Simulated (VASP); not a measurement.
# In (Im-3m) in VASP: a series of runs

One crystal, In, is run at these levels: SCAN+D3, RPBE; tasks: electron localisation function, single point.

Everything below comes from runs of VASP 6.6.1. Logs are shortened: lines on timing, memory, paths and dates and some standing lists are left out, and cuts for length are marked.

## 1. The structure

It takes space group Im-3m (No. 229, cubic). The conventional cell has a = 3.765 Å, b = 3.765 Å, c = 3.765 Å, α = 90.00°, β = 90.00°, γ = 90.00°. In (site symmetry m-3m) has 8 In at 3.26 Å as nearest neighbours.

This isn't the form of In at room conditions, which is tetragonal.

## 2. Electron localisation function, SCAN+D3, collinear spin, ferromagnetic start

INCAR reads:

```
PREC = Accurate
ENCUT = 520
EDIFF = 1E-6
ISMEAR = -1
SIGMA = 0.1
LREAL = False
LASPH = True
NELM = 100
ALGO = Normal
ISIF = 2
LWAVE = False
LCHARG = True
ISPIN = 2
MAGMOM = 0.5
LORBIT = 11
METAGGA = SCAN
LMIXTAU = True
IVDW = 11
LELF = True
```

KPOINTS reads:

```
regular mesh
0
Gamma
  10 10 10
```

POSCAR reads:

```
In
1.0
   -1.8825252400      1.8825252400      1.8825252400
    1.8825252400     -1.8825252400      1.8825252400
    1.8825252400      1.8825252400     -1.8825252400
In
1
Direct
    0.0000000000      0.0000000000      0.0000000000
```

Potentials or basis: VASP PAW PBE potentials, release 64 (In_d).

Started as:

```sh
$ cat potpaw_PBE.64/In_d/POTCAR > POTCAR
$ mpirun -np 1 vasp_std > vasp.out
```

OUTCAR:

```text
PREC = Accurate
   ENCUT = 520
   EDIFF = 1E-6
   ISMEAR = -1
   LREAL = False
   LASPH = True
   NELM = 100
   ISIF = 2
   ISPIN = 2
   LORBIT = 11
   METAGGA = SCAN
   IVDW = 11
 IVDW          = 11

 ion  position               nearest neighbor table
   1  0.000  0.000  0.000-

  LATTYP: Found a body centered cubic cell.
 ALAT       =     3.7650504800

  Lattice vectors:

 A1 = (  -1.8825252400,   1.8825252400,   1.8825252400)
 A2 = (   1.8825252400,  -1.8825252400,   1.8825252400)
 A3 = (   1.8825252400,   1.8825252400,  -1.8825252400)

Analysis of symmetry for initial positions (statically):
=====================================================================
 Subroutine PRICEL returns:
 Original cell was already a primitive cell.

 Routine SETGRP: Setting up the symmetry group for a
 body centered cubic supercell.

 Subroutine GETGRP returns: Found 48 space group operations
 (whereof 48 operations were pure point group operations)
 out of a pool of 48 trial point group operations.

The static configuration has the point symmetry O_h .

Analysis of symmetry for dynamics (positions and initial velocities):
=====================================================================
 Subroutine PRICEL returns:
 Original cell was already a primitive cell.

 Routine SETGRP: Setting up the symmetry group for a
 body centered cubic supercell.

 Subroutine GETGRP returns: Found 48 space group operations
 (whereof 48 operations were pure point group operations)
 out of a pool of 48 trial point group operations.

The dynamic configuration has the point symmetry O_h .

Analysis of structural, dynamic, and magnetic symmetry:
=====================================================================
 Subroutine PRICEL returns:
 Original cell was already a primitive cell.

 Routine SETGRP: Setting up the symmetry group for a
 body centered cubic supercell.

 Subroutine GETGRP returns: Found 48 space group operations
 (whereof 48 operations were pure point group operations)
 out of a pool of 48 trial point group operations.

The overall configuration has the point symmetry O_h .

 Subroutine INISYM returns: Found 48 space group operations
 (whereof 48 operations are pure point group operations),
 and found     1 'primitive' translations

----------------------------------------------------------------------------------------

                                     Primitive cell

  volume of cell :      26.6859

  direct lattice vectors                    reciprocal lattice vectors
    -1.882525240  1.882525240  1.882525240     0.000000000  0.265600689  0.265600689
     1.882525240 -1.882525240  1.882525240     0.265600689  0.000000000  0.265600689
     1.882525240  1.882525240 -1.882525240     0.265600689  0.265600689  0.000000000

  length of vectors
     3.260629362  3.260629362  3.260629362     0.375616096  0.375616096  0.375616096

  position of ions in fractional coordinates (direct lattice)
     0.000000000  0.000000000  0.000000000

  ion indices of the primitive-cell ions
   primitive index   ion index
                 1           1

----------------------------------------------------------------------------------------

 KPOINTS: regular mesh

Automatic generation of k-mesh.
 Grid dimensions read from file:
 generate k-points for:   10   10   10

 Generating k-lattice:

  Cartesian coordinates                     Fractional coordinates (reciprocal lattice)
     0.000000000  0.026560069  0.026560069     0.100000000  0.000000000  0.000000000
     0.026560069  0.000000000  0.026560069     0.000000000  0.100000000  0.000000000
     0.026560069  0.026560069  0.000000000     0.000000000  0.000000000  0.100000000

  Length of vectors
     0.037561610  0.037561610  0.037561610

  Shift w.r.t. Gamma in fractional coordinates (k-lattice)
[... 74 lines left out ...]
  Fermi-wavevector in a.u.,A,eV,Ry     =   1.288136  2.434225 22.576080  1.659295
  Thomas-Fermi vector in A             =   2.420108
   LORBIT       =     11    0 simple, 1 ext, 2 COOP (PROOUT), +10 PAW based schemes
   METAGGA = SCAN    functional components
   LHFCALC =     F    Hartree Fock is set to
   AEXX    =    0.0000 exact exchange contribution
   IVDW    =    11    specifies the selected vdW correction
   LEPSILON=     F    determine dielectric tensor
   LRPA    =     F    only Hartree local field effects (RPA)
 spin polarized calculation
  energy-cutoff  :      520.00
  volume of cell :       26.69
 maximum number of plane-waves:       736
   NGX = 13   NGY = 13   NGZ = 13

 number of electron      13.0000005 magnetization      -0.0000017

 number of electron      13.0000005 magnetization       0.0000001

 Free energy of the ion-electron system (eV)
  ---------------------------------------------------
  ext. energy  EPLUGINS =         0.00000000
  ---------------------------------------------------
  free energy    TOTEN  =       -33.29923537 eV

  energy without entropy =      -33.28421671  energy(sigma->0) =      -33.29172604

 E-fermi :   7.0466     XC(G=0): -11.0885

 val. band max:        7.0350760750   @ k =   0.2000   0.2000   0.2000
 cond. band min:       7.0775722337   @ k =  -0.4000   0.4000   0.2000
 fundamental gap:      0.0424961587
 Fermi energy:         7.0466089932

 spin component 1

 k-point     1 :       0.0000    0.0000    0.0000
  band No.  band energies     occupation
      1      -7.9845      1.00000
      2      -7.9845      1.00000
      3      -7.9843      1.00000
      4      -7.6902      1.00000
      5      -7.6902      1.00000
      6      -2.8143      1.00000
      7      18.5388      0.00000
      8      18.5388      0.00000
      9      18.5390      0.00000
     10      21.0329      0.00000
[... 287 lines left out ...]
 k-point    24 :      -0.3000    0.3000    0.1000
  band No.  band energies     occupation
      1      -8.0145      1.00000
      2      -7.9460      1.00000
      3      -7.7662      1.00000
      4      -7.7078      1.00000
      5      -7.6889      1.00000
      6      -0.3577      1.00000
      7       9.4985      0.00000
      8      13.4296      0.00000
      9      14.8534      0.00000
     10      18.6885      0.00000

 [... further k-points ...]

 spin component 2

 k-point     1 :       0.0000    0.0000    0.0000
  band No.  band energies     occupation
      1      -7.9845      1.00000
      2      -7.9845      1.00000
      3      -7.9843      1.00000
      4      -7.6901      1.00000
      5      -7.6901      1.00000
      6      -2.8143      1.00000
      7      18.5388      0.00000
      8      18.5388      0.00000
      9      18.5390      0.00000
     10      21.0329      0.00000
[... 287 lines left out ...]
 k-point    24 :      -0.3000    0.3000    0.1000
  band No.  band energies     occupation
      1      -8.0145      1.00000
      2      -7.9460      1.00000
      3      -7.7662      1.00000
      4      -7.7078      1.00000
      5      -7.6889      1.00000
      6      -0.3577      1.00000
      7       9.4985      0.00000
      8      13.4296      0.00000
      9      14.8534      0.00000
     10      18.6885      0.00000

 [... further k-points ...]

------------------------ aborting loop because EDIFF is reached ----------------------------------------

 total charge

# of ion       s       p       d       tot
------------------------------------------
    1        1.000   0.505   9.842  11.348

 magnetization (x)

# of ion       s       p       d       tot
------------------------------------------
    1        0.000   0.000   0.000   0.000

 ---------------------------------------------------------------------------------------------

         DFTD3 V3.0 Rev 1
 DF scan
 parameters
 rs18     =    1.0000
 alpha6   =   14.0000
 alpha8   =   16.0000
 k1-k3    =   16.0000    1.3333   -4.0000
 Edisp (eV)   -0.06034

 E6    (eV) :    -0.0603
 E8    (eV) :     0.0000
 % E8        :  0.00

  FORCE on cell =-STRESS in cart. coord.  units (eV):
  Direction    XX          YY          ZZ          XY          YZ          ZX
  --------------------------------------------------------------------------------------
  -------------------------------------------------------------------------------------
  Total      -0.14462    -0.14462    -0.14462     0.00000     0.00000     0.00000
  in kB      -8.68269    -8.68269    -8.68269     0.00000     0.00000     0.00000
  external pressure =       -8.68 kB  Pullay stress =        0.00 kB

 VOLUME and BASIS-vectors are now :
 -----------------------------------------------------------------------------
  energy-cutoff  :      520.00
  volume of cell :       26.69
      direct lattice vectors                 reciprocal lattice vectors
    -1.882525240  1.882525240  1.882525240     0.000000000  0.265600689  0.265600689
     1.882525240 -1.882525240  1.882525240     0.265600689  0.000000000  0.265600689
     1.882525240  1.882525240 -1.882525240     0.265600689  0.265600689  0.000000000

  length of vectors
     3.260629362  3.260629362  3.260629362     0.375616096  0.375616096  0.375616096

 FORCES acting on ions
    electron-ion (+dipol)            ewald-force                    non-local-force                 convergence-correction
 -----------------------------------------------------------------------------------------------
   -.332E-13 0.301E-13 -.280E-14   0.105E-14 0.151E-14 0.154E-14   -.331E-23 0.000E+00 -.165E-23   0.171E-13 0.493E-13 0.302E-13
 -----------------------------------------------------------------------------------------------
   -.364E-13 0.292E-13 -.582E-14   0.105E-14 0.151E-14 0.154E-14   -.331E-23 0.000E+00 -.165E-23   0.171E-13 0.493E-13 0.302E-13

 POSITION                                       TOTAL-FORCE (eV/Angst)
 -----------------------------------------------------------------------------------
      0.00000      0.00000      0.00000         0.000000     -0.000000      0.000000
 -----------------------------------------------------------------------------------
    total drift:                               -0.000000      0.000000      0.000000

--------------------------------------------------------------------------------------------------------

  FREE ENERGIE OF THE ION-ELECTRON SYSTEM (eV)
  ---------------------------------------------------
  free  energy   TOTEN  =       -33.3595768807 eV

  energy  without entropy=      -33.3445582228  energy(sigma->0) =      -33.35206755

--------------------------------------------------------------------------------------------------------

--------------------------------------------------------------------------------------------------------

 total charge

# of ion       s       p       d       tot
------------------------------------------
    1        1.000   0.505   9.842  11.348

 magnetization (x)

# of ion       s       p       d       tot
------------------------------------------
    1        0.000   0.000   0.000   0.000

=======================================================================
```

Wall time 94 s (1 thread of Intel Xeon Platinum 8375C at 2.90GHz (Ice Lake), shared host); peak memory 0.17 GiB.

What came out:

```yaml
Free_energy: -33.3596 eV
Pressure: -0.9 GPa
Band_gap_on_the_k_mesh: none (metal or under the smearing width)
Net_moment: 0.00 μB per cell
Valence_electrons_inside_the_program's_atomic_spheres: In 11.35
Dispersion_energy_per_atom: -0.060 eV
```

Levels at points of the mesh, in eV from the Fermi level:
Spin up:
```tsv
k point	band 3	band 4	band 5	band 6	band 7	band 8	band 9	band 10
(0.00, 0.00, 0.00)	-15.03	-14.74	-14.74	-9.86	11.49	11.49	11.49	13.99
(0.50, 0.00, 0.00)	-14.76	-14.74	-14.56	-4.04	-3.22	6.10	7.86	10.64
(0.50, 0.50, 0.50)	-14.61	-14.61	-14.61	1.14	1.29	1.29	1.29	5.83
```
Spin down:
| k point | band 2 | band 3 | band 4 | band 5 | band 6 | band 7 | band 8 | band 9 | band 10 |
| --- | --- | --- | --- | --- | --- | --- | --- | --- | --- |
| (0.00, 0.00, 0.00) | -15.03 | -15.03 | -14.74 | -14.74 | -9.86 | 11.49 | 11.49 | 11.49 | 13.99 |
| (0.50, 0.00, 0.00) | -15.07 | -14.76 | -14.74 | -14.56 | -4.04 | -3.22 | 6.10 | 7.86 | 10.64 |
| (0.50, 0.50, 0.50) | -15.13 | -14.61 | -14.61 | -14.61 | 1.14 | 1.29 | 1.29 | 1.29 | 5.83 |

Caveat: the PAW data sets were made with another functional, which shifts forces and pressure a little; pairwise dispersion overbinds metals, which lowers pressure and volume.

(Continued in part 2 of 2.)
